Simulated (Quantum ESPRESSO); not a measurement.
# Bi (Im-3m) in Quantum ESPRESSO: notebook

The runs below take Bi through single point, equation of state, with LDA.

Program: Quantum ESPRESSO 7.5. These are calculated values, not measurements. Logs are shortened: lines on timing, memory, paths and dates and some standing lists are left out, and cuts for length are marked.

### Step 1. The structure

It takes space group Im-3m (No. 229, cubic). The conventional cell has a = 3.963 Å, b = 3.963 Å, c = 3.963 Å, α = 90.00°, β = 90.00°, γ = 90.00°. Around Bi (site symmetry m-3m) lie 8 Bi at 3.43 Å.

This isn't the form of Bi at room conditions, which is rhombohedral.

### Step 2. Single point, LDA, 29.25 Å³/atom

pw.in

```
&CONTROL
  calculation = 'scf'
  prefix = 'pwscf'
  outdir = './tmp'
  pseudo_dir = './pseudo'
  tstress = .true.
  disk_io = 'nowf'
/
&SYSTEM
  ibrav = 0
  nat = 1
  ntyp = 1
  ecutwfc = 70
  nbnd = 13
  occupations = 'smearing'
  smearing = 'fd'
  degauss = 0.00367493
/
&ELECTRONS
  conv_thr = 2d-10
  electron_maxstep = 120
  mixing_beta = 0.5
/
ATOMIC_SPECIES
Bi   208.9804 Bi.upf
CELL_PARAMETERS angstrom
  -1.9409818243    1.9409818243    1.9409818243
   1.9409818243   -1.9409818243    1.9409818243
   1.9409818243    1.9409818243   -1.9409818243
ATOMIC_POSITIONS crystal
Bi     0.0000000000    0.0000000000    0.0000000000
K_POINTS automatic
9 9 9 0 0 0
```

Potentials or basis: PseudoDojo 0.4.1 SR LDA standard.

The run is started by

```console
OMP_NUM_THREADS=1 mpirun -n 2 pw.x -nk 2 -in pw.in > pw.out
```

pw.out:

```text
This program is part of the open-source Quantum ESPRESSO suite
     for quantum simulation of materials; please cite
         "P. Giannozzi et al., J. Phys.:Condens. Matter 21 395502 (2009);
         "P. Giannozzi et al., J. Phys.:Condens. Matter 29 465901 (2017);
         "P. Giannozzi et al., J. Chem. Phys. 152 154105 (2020);
     in publications or presentations arising from this work. More details at

     Message from routine setup:
     using ibrav=0 with symmetry is DISCOURAGED, use correct ibrav instead

     K-points division:     npool     =       2
     Subspace diagonalization in iterative solution of the eigenvalue problem:
     a serial algorithm will be used

     G-vector sticks info
     --------------------
     sticks:   dense  smooth     PW     G-vecs:    dense   smooth      PW
     Sum         841     841    261                15587    15587    2659

     Using Slab Decomposition

     bravais-lattice index     =            0
     lattice parameter (alat)  =       6.3530  a.u.
     unit-cell volume          =     197.3881 (a.u.)^3
     number of atoms/cell      =            1
     number of atomic types    =            1
     number of electrons       =        15.00
     number of Kohn-Sham states=           13
     kinetic-energy cutoff     =      70.0000  Ry
     charge density cutoff     =     280.0000  Ry
     scf convergence threshold =      2.0E-10
     mixing beta               =       0.5000
     number of iterations used =            8  plain     mixing
     Exchange-correlation= SLA  PW   NOGX NOGC
                           (   1   4   0   0   0   0   0)

     celldm(1)=   6.353031  celldm(2)=   0.000000  celldm(3)=   0.000000
     celldm(4)=   0.000000  celldm(5)=   0.000000  celldm(6)=   0.000000

     crystal axes: (cart. coord. in units of alat)
               a(1) = (  -0.577350   0.577350   0.577350 )
               a(2) = (   0.577350  -0.577350   0.577350 )
               a(3) = (   0.577350   0.577350  -0.577350 )

     reciprocal axes: (cart. coord. in units 2 pi/alat)
               b(1) = ( -0.000000  0.866025  0.866025 )
               b(2) = (  0.866025 -0.000000  0.866025 )
               b(3) = (  0.866025  0.866025  0.000000 )

     PseudoPot. # 1 for Bi read from file:
     Bi.upf
     Pseudo is Norm-conserving + core correction, Zval = 15.0
     Generated using ONCVPSP code by D. R. Hamann
     Using radial grid of 1454 points,  6 beta functions with:
                l(1) =   0
                l(2) =   0
                l(3) =   1
                l(4) =   1
                l(5) =   2
                l(6) =   2

     atomic species   valence    mass     pseudopotential
     Bi               15.00   208.98040     Bi( 1.00)

     48 Sym. Ops., with inversion, found

   Cartesian axes

     site n.     atom                  positions (alat units)
         1        Bi     tau(   1) = (   0.0000000   0.0000000   0.0000000  )

     number of k points=    35  Fermi-Dirac smearing, width (Ry)=  0.0037
                       cart. coord. in units 2pi/alat
        k(    1) = (   0.0000000   0.0000000   0.0000000), wk =   0.0027435
        k(    2) = (   0.0962250   0.0962250   0.0000000), wk =   0.0329218
        k(    3) = (   0.1924501   0.1924501   0.0000000), wk =   0.0329218
        k(    4) = (   0.2886751   0.2886751   0.0000000), wk =   0.0329218
        k(    5) = (   0.3849002   0.3849002   0.0000000), wk =   0.0329218
        k(    6) = (   0.1924501   0.0962250   0.0962250), wk =   0.0658436
[... 27 lines left out ...]
        k(   34) = (  -0.7698004  -0.0962250  -0.0962250), wk =   0.0219479
        k(   35) = (   0.0000000   0.0000000   0.7698004), wk =   0.0164609

     Dense  grid:    15587 G-vectors     FFT dimensions: (  36,  36,  36)

     Initial potential from superposition of free atoms

     starting charge      14.9993, renormalised to      15.0000
     Starting wfcs are    9 randomized atomic wfcs +    4 random wfcs

     Self-consistent Calculation

     iteration #  1     ecut=    70.00 Ry     beta= 0.50
     Davidson diagonalization with overlap
     ethr =  1.00E-02,  avg # of iterations =  4.7

     Threshold (ethr) on eigenvalues was too large:
     Diagonalizing with lowered threshold

     Davidson diagonalization with overlap
     ethr =  1.18E-05,  avg # of iterations =  6.4

     total energy              =    -163.83562915 Ry
     estimated scf accuracy    <       0.00175057 Ry

     iteration #  2     ecut=    70.00 Ry     beta= 0.50
     Davidson diagonalization with overlap
     ethr =  1.17E-05,  avg # of iterations =  1.1

     total energy              =    -163.83575671 Ry
     estimated scf accuracy    <       0.00019417 Ry

     iteration #  3     ecut=    70.00 Ry     beta= 0.50
     Davidson diagonalization with overlap
     ethr =  1.29E-06,  avg # of iterations =  2.4

     total energy              =    -163.83577233 Ry
     estimated scf accuracy    <       0.00001597 Ry

     iteration #  4     ecut=    70.00 Ry     beta= 0.50
     Davidson diagonalization with overlap
     ethr =  1.06E-07,  avg # of iterations =  1.0

     total energy              =    -163.83577324 Ry
     estimated scf accuracy    <       0.00000033 Ry

     iteration #  5     ecut=    70.00 Ry     beta= 0.50
     Davidson diagonalization with overlap
     ethr =  2.19E-09,  avg # of iterations =  3.2

     total energy              =    -163.83577336 Ry
     estimated scf accuracy    <       0.00000004 Ry

     iteration #  6     ecut=    70.00 Ry     beta= 0.50
     Davidson diagonalization with overlap
     ethr =  2.74E-10,  avg # of iterations =  2.3

     total energy              =    -163.83577337 Ry
     estimated scf accuracy    <          2.2E-09 Ry

     iteration #  7     ecut=    70.00 Ry     beta= 0.50
     Davidson diagonalization with overlap
     ethr =  1.47E-11,  avg # of iterations =  2.0

     End of self-consistent calculation

          k = 0.0000 0.0000 0.0000 (  1961 PWs)   bands (ev):

   -10.3593 -10.3593 -10.3593 -10.1995 -10.1995  -1.3993  18.1057  18.1057
    18.1057  22.5829  23.5985  23.5985  23.5985

          k = 0.0962 0.0962 0.0000 (  1956 PWs)   bands (ev):

   -10.3652 -10.3499 -10.3295 -10.2062 -10.2006  -1.1583  16.0008  17.4054
    17.8753  21.8308  22.5813  23.2984  24.0666

          k = 0.1925 0.1925 0.0000 (  1952 PWs)   bands (ev):

   -10.3802 -10.3316 -10.2532 -10.2187 -10.2031  -0.4492  12.6827  16.0962
    17.2902  20.3184  21.5313  23.4848  25.1458

          k = 0.2887 0.2887 0.0000 (  1962 PWs)   bands (ev):

   -10.3971 -10.3264 -10.2192 -10.2060 -10.1648   0.6468   9.6491  14.9802
    16.6709  19.3856  20.8332  24.3985  25.9919

          k = 0.3849 0.3849 0.0000 (  1956 PWs)   bands (ev):

   -10.4081 -10.3333 -10.2103 -10.2077 -10.1061   1.7580   7.5325  14.3660
    16.3000  18.9428  20.4880  25.5175  26.8715

          k = 0.1925 0.0962 0.0962 (  1968 PWs)   bands (ev):

   -10.3661 -10.3455 -10.2759 -10.2165 -10.2025  -0.6827  13.7945  16.1008
    17.1189  21.5758  21.7752  23.6059  24.7366

          k = 0.2887 0.1925 0.0962 (  1956 PWs)   bands (ev):

   -10.3784 -10.3271 -10.2252 -10.2093 -10.1977   0.2271  11.0392  14.4505
    16.3557  20.6387  22.1173  23.3987  26.6653

          k = 0.3849 0.2887 0.0962 (  1949 PWs)   bands (ev):

   -10.3912 -10.3217 -10.2180 -10.2103 -10.1360   1.3879   8.5626  13.4406
    15.7961  20.0200  22.1257  24.0393  27.0708

          k = 0.4811 0.3849 0.0962 (  1956 PWs)   bands (ev):

   -10.3963 -10.3238 -10.2132 -10.2095 -10.1106   2.0744   7.4124  13.1032
    15.5940  19.8138  22.0123  25.0628  26.2327

          k = 0.3849 0.1925 0.1925 (  1956 PWs)   bands (ev):

   -10.3744 -10.3083 -10.2246 -10.2173 -10.1575   1.2326   9.5146  12.2108
    15.6333  21.1114  22.2502  25.5992  26.5758

          k = 0.4811 0.2887 0.1925 (  1952 PWs)   bands (ev):

   -10.3757 -10.2914 -10.2269 -10.2091 -10.1431   2.1727   8.2705  11.0013
    15.2468  21.0331  23.3250  25.4422  25.7491

          k = 0.5774 0.2887 0.2887 (  1965 PWs)   bands (ev):

   -10.3697 -10.2528 -10.2528 -10.1794 -10.1794   2.5251   9.1008   9.1008
    15.0675  21.7699  23.7722  23.7722  29.3675

          k = 0.1925 0.1925 0.1925 (  1940 PWs)   bands (ev):

   -10.3601 -10.3601 -10.2117 -10.2111 -10.2111   0.0033  11.7109  15.0923
    15.0923  22.8663  22.8663  24.5495  25.0358

          k = 0.2887 0.2887 0.1925 (  1962 PWs)   bands (ev):

   -10.3736 -10.3326 -10.2160 -10.2082 -10.1651   1.0326   9.6531  13.1221
    14.2776  22.7729  23.6104  25.3407  26.1621

          k = 0.3849 0.3849 0.1925 (  1960 PWs)   bands (ev):

   -10.3810 -10.3132 -10.2096 -10.2076 -10.1459   2.0150   8.0510  12.1574
    13.8429  22.4084  23.6389  26.2518  27.3026

          k =-0.0000-0.0000 0.1925 (  1969 PWs)   bands (ev):

   -10.3387 -10.3387 -10.3315 -10.2196 -10.1987  -0.9187  15.4103  16.6777
    16.6777  21.1049  23.0600  23.0600  24.5287

          k = 0.3849 0.2887 0.2887 (  1954 PWs)   bands (ev):

   -10.3594 -10.3079 -10.2114 -10.2114 -10.1689   1.9534   8.8250  11.2948
    13.1169  24.1382  25.1796  26.9751  27.2909

          k = 0.4811 0.3849 0.2887 (  1949 PWs)   bands (ev):

   -10.3568 -10.2779 -10.2166 -10.2060 -10.1876   2.4149   8.5869  10.3585
    12.8275  24.2975  26.1704  27.0786  27.1408

          k = 0.0000-0.0962 0.2887 (  1962 PWs)   bands (ev):

   -10.3495 -10.3161 -10.2576 -10.2376 -10.2050  -0.2152  12.7278  15.3732
    15.9846  20.3079  22.4446  22.5787  26.6482

          k =-0.0000-0.1925 0.3849 (  1966 PWs)   bands (ev):

   -10.3653 -10.3119 -10.2360 -10.2143 -10.1683   0.8674   9.8434  14.2836
    15.4690  20.3385  21.9007  22.1322  27.0950

          k = 0.0962-0.0962 0.3849 (  1963 PWs)   bands (ev):

   -10.3395 -10.2973 -10.2475 -10.2233 -10.1957   0.6728  10.9614  13.3801
    15.6492  19.8091  21.5499  24.7727  26.0767

          k = 0.0000-0.2887 0.4811 (  1950 PWs)   bands (ev):

   -10.3756 -10.3221 -10.2283 -10.2150 -10.1090   1.9548   7.7917  13.6872
    15.1448  20.3091  21.5401  22.9793  25.0737

          k = 0.0962-0.1925 0.4811 (  1940 PWs)   bands (ev):

   -10.3449 -10.3018 -10.2427 -10.2206 -10.1383   1.7877   8.9575  12.0892
    15.5127  20.1636  21.2051  24.5005  24.8332

          k =-0.7698-0.2887-0.2887 (  1939 PWs)   bands (ev):

   -10.3482 -10.3066 -10.2506 -10.2067 -10.1145   2.4288   7.9422  11.7013
    15.4306  20.3175  21.8788  22.9454  24.5607

          k =-0.6736-0.1925-0.2887 (  1937 PWs)   bands (ev):

   -10.3372 -10.2915 -10.2671 -10.1832 -10.1385   2.5875   8.7407  10.0639
    15.8559  20.6885  20.8136  22.3490  28.3917

          k = 0.3849 0.3849 0.3849 (  1947 PWs)   bands (ev):

   -10.3032 -10.3032 -10.2237 -10.2073 -10.2073   2.4736   9.1563  10.8117
    10.8117  27.5848  27.5848  27.8807  29.2534

          k = 0.0000 0.0000 0.3849 (  1958 PWs)   bands (ev):

   -10.2784 -10.2784 -10.2712 -10.2612 -10.2230   0.4683  12.3597  14.0892
    14.0892  18.6713  24.4943  24.4943  25.8302

          k =-0.0000-0.0962 0.4811 (  1945 PWs)   bands (ev):

   -10.3023 -10.2838 -10.2556 -10.2315 -10.1771   1.5071  10.3467  13.0242
    13.5960  18.4057  23.9144  24.2815  24.4254

          k = 0.0000-0.1925 0.5774 (  1949 PWs)   bands (ev):

   -10.3191 -10.2921 -10.2757 -10.2061 -10.1164   2.5219   8.5316  12.4433
    13.4809  19.2727  21.7657  23.8302  23.9043

          k = 0.0962-0.0962 0.5774 (  1950 PWs)   bands (ev):

   -10.3204 -10.2889 -10.2636 -10.1911 -10.1387   2.5176   9.4690  11.2667
    13.7469  18.2054  21.4719  23.6360  27.4773

          k =-0.7698-0.1925-0.1925 (  1954 PWs)   bands (ev):

   -10.3239 -10.3057 -10.2649 -10.1675 -10.1217   3.0654   8.9261  10.5769
    13.9260  18.8519  19.8644  23.4117  27.4115

          k =-0.0000-0.0000 0.5774 (  1950 PWs)   bands (ev):

   -10.3310 -10.2946 -10.1950 -10.1950 -10.1813   2.4598  10.6265  11.9713
    11.9713  17.0741  21.2376  27.1998  27.2041

          k = 0.0000-0.0962 0.6736 (  1933 PWs)   bands (ev):

   -10.3477 -10.3291 -10.1951 -10.1643 -10.1248   3.3495   9.6059  11.3957
    11.9070  17.1815  18.9640  26.7578  27.1079

          k =-0.7698-0.0962-0.0962 (  1926 PWs)   bands (ev):

   -10.3525 -10.3525 -10.1818 -10.1286 -10.1286   3.7611  10.1332  10.1332
    12.1140  17.3984  17.3984  26.6667  29.6137

          k = 0.0000 0.0000 0.7698 (  1930 PWs)   bands (ev):

   -10.3707 -10.3651 -10.1315 -10.1315 -10.1293   4.0866  10.5099  10.8216
    10.8216  16.2917  16.9442  28.8412  30.4955

     the Fermi energy is    12.7099 ev

!    total energy              =    -163.83577337 Ry
     estimated scf accuracy    <          4.9E-11 Ry
     smearing contrib. (-TS)   =      -0.00032830 Ry
     internal energy E=F+TS    =    -163.83544507 Ry

     The total energy is F=E-TS. E is the sum of the following terms:
     one-electron contribution =     -38.76770893 Ry
     hartree contribution      =      29.38504851 Ry
     xc contribution           =     -42.83276301 Ry
     ewald contribution        =    -111.62002165 Ry

     convergence has been achieved in   7 iterations

     Computing stress (Cartesian axis) and pressure

          total   stress  (Ry/bohr**3)                   (kbar)     P=        2.73
   0.00001859   0.00000000   0.00000000            2.73        0.00        0.00
   0.00000000   0.00001859   0.00000000            0.00        2.73        0.00
   0.00000000   0.00000000   0.00001859            0.00        0.00        2.73

=------------------------------------------------------------------------------=
   JOB DONE.
=------------------------------------------------------------------------------=
```

Run time: 8.5 s. Hardware: 2 MPI ranks of Intel Xeon Platinum 8375C at 2.90GHz (Ice Lake), shared host; peak memory 0.12 GiB.

Results:

| Quantity | Value |
| --- | --- |
| Free energy | -2229.0993 eV |
| Pressure | 0.3 GPa |
| Band gap on the k mesh | none (metal or under the smearing width) |

Caveat: spin-orbit coupling is left out, which moves the levels of the heavy elements.

### Step 3. Single point, LDA, 29.87 Å³/atom

Changes to pw.in since step 2:

```diff
@@ -26,5 +26,5 @@
 CELL_PARAMETERS angstrom
-  -1.9409818243    1.9409818243    1.9409818243
-   1.9409818243   -1.9409818243    1.9409818243
-   1.9409818243    1.9409818243   -1.9409818243
+  -1.9546511608    1.9546511608    1.9546511608
+   1.9546511608   -1.9546511608    1.9546511608
+   1.9546511608    1.9546511608   -1.9546511608
 ATOMIC_POSITIONS crystal
```

Potentials or basis: PseudoDojo 0.4.1 SR LDA standard.

The run is started by

```console
OMP_NUM_THREADS=1 mpirun -n 2 pw.x -nk 2 -in pw.in > pw.out
```

It took 11 s on 2 MPI ranks of Intel Xeon Platinum 8375C at 2.90GHz (Ice Lake), shared host; peak memory 0.12 GiB.

The run converged. Its results:

| Item | Value |
| --- | --- |
| Free energy | -2229.0978 eV |
| Pressure | -1.0 GPa |
| Band gap on the k mesh | none (metal or under the smearing width) |

Caveat: spin-orbit coupling is left out, which moves the levels of the heavy elements.

### Step 4. Single point, LDA, 30.49 Å³/atom

Changes to pw.in since step 3:

```diff
@@ -26,5 +26,5 @@
 CELL_PARAMETERS angstrom
-  -1.9546511608    1.9546511608    1.9546511608
-   1.9546511608   -1.9546511608    1.9546511608
-   1.9546511608    1.9546511608   -1.9546511608
+  -1.9681319396    1.9681319396    1.9681319396
+   1.9681319396   -1.9681319396    1.9681319396
+   1.9681319396    1.9681319396   -1.9681319396
 ATOMIC_POSITIONS crystal
```

The run is started by

```console
OMP_NUM_THREADS=1 mpirun -n 2 pw.x -nk 2 -in pw.in > pw.out
```

Wall time 9.3 s (2 MPI ranks of Intel Xeon Platinum 8375C at 2.90GHz (Ice Lake), shared host); peak memory 0.1 GiB.

The run converged. Its results:

| Quantity | Value |
| --- | --- |
| Free energy | -2229.0914 eV |
| Pressure | -2.2 GPa |
| Band gap on the k mesh | none (metal or under the smearing width) |

Caveat: spin-orbit coupling is left out, which moves the levels of the heavy elements.

### Step 5. Single point, LDA, 31.12 Å³/atom

Changes to pw.in since step 4:

```diff
@@ -26,5 +26,5 @@
 CELL_PARAMETERS angstrom
-  -1.9681319396    1.9681319396    1.9681319396
-   1.9681319396   -1.9681319396    1.9681319396
-   1.9681319396    1.9681319396   -1.9681319396
+  -1.9814305318    1.9814305318    1.9814305318
+   1.9814305318   -1.9814305318    1.9814305318
+   1.9814305318    1.9814305318   -1.9814305318
 ATOMIC_POSITIONS crystal
```

The run is started by

```console
OMP_NUM_THREADS=1 mpirun -n 2 pw.x -nk 2 -in pw.in > pw.out
```

Run time: 9.4 s. Hardware: 2 MPI ranks of Intel Xeon Platinum 8375C at 2.90GHz (Ice Lake), shared host; peak memory 0.12 GiB.

The run converged. Its results:

| Property | Result |
| --- | --- |
| Free energy | -2229.0807 eV |
| Pressure | -3.3 GPa |
| Band gap on the k mesh | none (metal or under the smearing width) |

Caveat: spin-orbit coupling is left out, which moves the levels of the heavy elements.

### Step 6. Single point, LDA, 31.74 Å³/atom

Changes to pw.in since step 5:

```diff
@@ -26,5 +26,5 @@
 CELL_PARAMETERS angstrom
-  -1.9814305318    1.9814305318    1.9814305318
-   1.9814305318   -1.9814305318    1.9814305318
-   1.9814305318    1.9814305318   -1.9814305318
+  -1.9945529707    1.9945529707    1.9945529707
+   1.9945529707   -1.9945529707    1.9945529707
+   1.9945529707    1.9945529707   -1.9945529707
 ATOMIC_POSITIONS crystal
```

Potentials or basis: PseudoDojo 0.4.1 SR LDA standard.

The run is started by

```console
OMP_NUM_THREADS=1 mpirun -n 2 pw.x -nk 2 -in pw.in > pw.out
```

Wall time 8.8 s (2 MPI ranks of Intel Xeon Platinum 8375C at 2.90GHz (Ice Lake), shared host); peak memory 0.12 GiB.

The run converged. Its results:

| Property | Result |
| --- | --- |
| Free energy | -2229.0662 eV |
| Pressure | -4.2 GPa |
| Band gap on the k mesh | none (metal or under the smearing width) |

Caveat: spin-orbit coupling is left out, which moves the levels of the heavy elements.

### Step 7. Single point, LDA, 32.36 Å³/atom

Changes to pw.in since step 6:

```diff
@@ -26,5 +26,5 @@
 CELL_PARAMETERS angstrom
-  -1.9945529707    1.9945529707    1.9945529707
-   1.9945529707   -1.9945529707    1.9945529707
-   1.9945529707    1.9945529707   -1.9945529707
+  -2.0075049763    2.0075049763    2.0075049763
+   2.0075049763   -2.0075049763    2.0075049763
+   2.0075049763    2.0075049763   -2.0075049763
 ATOMIC_POSITIONS crystal
```

The run is started by

```console
OMP_NUM_THREADS=1 mpirun -n 2 pw.x -nk 2 -in pw.in > pw.out
```

Wall time 9.4 s (2 MPI ranks of Intel Xeon Platinum 8375C at 2.90GHz (Ice Lake), shared host); peak memory 0.12 GiB.

It converged, with:

```
Free energy            : -2229.0484 eV
Pressure               : -5.0 GPa
Band gap on the k mesh : none (metal or under the smearing width)
```

Caveat: spin-orbit coupling is left out, which moves the levels of the heavy elements.

### Step 8. Single point, LDA, 32.98 Å³/atom

Changes to pw.in since step 7:

```diff
@@ -26,5 +26,5 @@
 CELL_PARAMETERS angstrom
-  -2.0075049763    2.0075049763    2.0075049763
-   2.0075049763   -2.0075049763    2.0075049763
-   2.0075049763    2.0075049763   -2.0075049763
+  -2.0202919770    2.0202919770    2.0202919770
+   2.0202919770   -2.0202919770    2.0202919770
+   2.0202919770    2.0202919770   -2.0202919770
 ATOMIC_POSITIONS crystal
```

The run is started by

```console
OMP_NUM_THREADS=1 mpirun -n 2 pw.x -nk 2 -in pw.in > pw.out
```

Run time: 11 s. Hardware: 2 MPI ranks of Intel Xeon Platinum 8375C at 2.90GHz (Ice Lake), shared host; peak memory 0.12 GiB.

The run converged. Its results:

| Item | Value |
| --- | --- |
| Free energy | -2229.0276 eV |
| Pressure | -5.7 GPa |
| Band gap on the k mesh | none (metal or under the smearing width) |

Caveat: spin-orbit coupling is left out, which moves the levels of the heavy elements.

### Step 9. Equation of state, LDA

Potentials or basis: PseudoDojo 0.4.1 SR LDA standard.

This step only gathers the single runs of the series.

What came out:

```yaml
Equilibrium_volume: 29.39 Å³/atom
Bulk_modulus: 66 GPa
Pressure_derivative_of_the_bulk_modulus: 4.9
```

Energy against volume, from the lowest point:
| volume (Å³/atom) | energy (meV/atom) |
| --- | --- |
| 29.250 | 0.00 |
| 29.872 | 1.49 |
| 30.495 | 7.83 |
| 31.117 | 18.51 |
| 31.739 | 33.01 |
| 32.362 | 50.86 |
| 32.984 | 71.63 |

Caveat: spin-orbit coupling is left out, which moves the levels of the heavy elements.
